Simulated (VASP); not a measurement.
The input files of a VASP run:

KPOINTS:
```
Automatic mesh
0
Gamma
6 6 6
0.5 0.5 0.5
```

### INCAR
```
SYSTEM = NaBr
PREC = Accurate
ENCUT = 180
EDIFF = 1E-6
NELM = 100
ALGO = Normal
LREAL = .FALSE.
LASPH = .TRUE.
ISMEAR = 0
SIGMA = 0.272
LMAXMIX = 4
LWAVE = .FALSE.
LCHARG = .FALSE.
ISIF = 2
```

File POSCAR:
```
NaBr
4.2648950
  0.0000000000   0.7071067400   0.7071067400
  0.7071067400   0.0000000000   0.7071067400
  0.7071067400   0.7071067400   0.0000000000
Na Br
1 1
Cartesian
  0.0000000000   0.0000000000   0.0000000000
  0.7071067400   0.7071067400   0.7071067400
```

POTCAR, in this order: Na_pv Br (LDA.64 set). Program: vasp_std.

Task: Translate this LDA calculation to Quantum ESPRESSO's pw.x.

Result: One equivalent input (not run):
```
&CONTROL
  calculation = 'scf'
  pseudo_dir = './pseudo'
  outdir = './out'
  tprnfor = .true.
  tstress = .true.
/
&SYSTEM
  ibrav = 0
  nat = 2
  ntyp = 2
  ecutwfc = 88
  occupations = 'smearing'
  smearing = 'gaussian'
  degauss = 0.01999
  input_dft = 'pz'
/
&ELECTRONS
  conv_thr = 7.3e-08
  electron_maxstep = 100
/
ATOMIC_SPECIES
  Na 22.990 Na.upf
  Br 79.904 Br.upf
CELL_PARAMETERS angstrom
     0.0000000    3.0157360    3.0157360
     3.0157360    0.0000000    3.0157360
     3.0157360    3.0157360    0.0000000
ATOMIC_POSITIONS crystal
  Na   0.0000000  0.0000000  0.0000000
  Br   0.5000000  0.5000000  0.5000000
K_POINTS automatic
  6 6 6 1 1 1
```
What does not carry over: the potentials are each code's own (VASP's PAW set, PseudoDojo norm-conserving files in pw.x), so ENCUT and ecutwfc are chosen apart and not converted; conv_thr bounds pw.x's estimated SCF error, while EDIFF bounds the energy change between steps.

The structure comes from a computed database's NaBr entry; how it stands against other phases isn't given here. The cell was not relaxed at this level. The run is one of a series of settings (ENCUT = 180, GGA removed, ISMEAR = 0, SIGMA = 0.272, KPOINTS 6×6×6 Γ-centred mesh shifted by (0.5, 0.5, 0.5), POTCAR Na_pv Br (LDA.64 set) against the base run), some of them coarse on purpose.
